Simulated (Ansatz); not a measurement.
**Relaxing CaS**

Computed with DFT PBE, scalar-relativistic, plane waves, PAW in Ansatz. Run with 420 eV cutoff, 8×8×8 k-mesh, Gaussian smearing of 0.02 eV, no spin polarisation.

What was changed in CaSe: Se → S on all its sites, cell and atoms relaxed.

Input:

```yaml
crystal:
  lattice:
    - [0.0, 2.8753253551, 2.8753253551]
    - [2.8753253551, 0.0, 2.8753253551]
    - [2.8753253551, 2.8753253551, 0.0]
  atoms:
    - { symbol: Ca, position: [0.0, 0.0, 0.0] }
    - { symbol: S, position: [0.5, 0.5, 0.5] }
basis:
  ecutwfc: 420
kpoints:
  mp_grid: { grid: [8, 8, 8] }
hamiltonian:
  xc: pbe
scf:
  occupations: { method: gaussian, width: 0.02 }
output:
  forces: true
  stress: true
  eigenvalues: true
relax:
  adjacent_minimum: "off"
  f_tol: 0.01
  max_steps: 60
  cell: { stress_tol: 0.1 }
```

F is the free energy. Steps run on the plane waves of an earlier cell, but the last one, and at times one on the way, on a freshly chosen basis, so a repeated geometry can differ a little in energy.

Steps:

```tsv
step	F − F(1) (eV)	largest force component (eV/Å)	V (Å³/atom)	P (GPa)
1	0.0000	0.000	23.772	-1.11
2	-0.0027	0.000	23.076	0.55
3	-0.0034	0.000	23.300	-0.02
4	-0.0034	0.000	23.300	-0.02
```

Relaxed structure:

```xyz
2
Lattice="0.0000 2.8562 2.8562 2.8562 0.0000 2.8562 2.8562 2.8562 0.0000" Properties=species:S:1:pos:R:3 pbc="T T T"
Ca    0.0000    0.0000    0.0000
S     2.8562    2.8562    2.8562
```

It takes space group Fm-3m (No. 225, cubic). Conventional cell: a = 5.712 Å, b = 5.712 Å, c = 5.712 Å, α = 90.00°, β = 90.00°, γ = 90.00°. Ca (site symmetry m-3m) is surrounded by 6 S at 2.86 Å. S (site symmetry m-3m) has 6 Ca at 2.86 Å as nearest neighbours.

The run converged. The run took of the order of 1.8 core-seconds.